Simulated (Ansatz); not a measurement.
ZrC:

```xyz
2
Lattice="0.0000 2.3650 2.3650 2.3650 0.0000 2.3650 2.3650 2.3650 0.0000" Properties=species:S:1:pos:R:3 pbc="T T T"
Zr    2.3650    2.3650    2.3650
C     0.0000    0.0000    0.0000
```

- Program: Ansatz 0.2.0
- Task: single point
- Functional: PBEsol
- Potentials or basis: Ansatz PAW
- Cutoff: 420 eV (not typed: the program's choice for these potentials)
- k mesh: 10 × 10 × 10
- Occupations: fermi-dirac, width 0.05 eV
- Spin: no spin polarisation

On this cell: pressure -8.5 GPa; largest force zero by symmetry; band gap on the k mesh none (metal or under the smearing width).

The same run follows on a disturbed copy (atoms moved at random, drawn with an rms of 0.05 Å):

```
CELL_PARAMETERS angstrom
0.00000 2.36500 2.36500
2.36500 0.00000 2.36500
2.36500 2.36500 0.00000
ATOMIC_POSITIONS crystal
Zr 0.49014 0.49591 0.50642
C 0.98906 0.99528 0.02158
```

Task: What does the disturbed cell give?

Result: The energy (extrapolated to zero smearing) moves by +3.9 meV/atom; pressure -8.3 GPa; largest force 0.310 eV/Å; band gap on the k mesh none (metal or under the smearing width).

Forces on the atoms (eV/Å):
```
Zr   0.221  0.215 -0.027
C   -0.221 -0.215  0.027
```

Stress tensor (GPa, compression positive):
```
-8.23 -0.14  0.02
-0.14 -8.25  0.02
 0.02  0.02 -8.49
```

Caveats: the PAW data sets come from PBE, with cores solved anew for the run's functional, which leaves a small shift of forces and pressure.
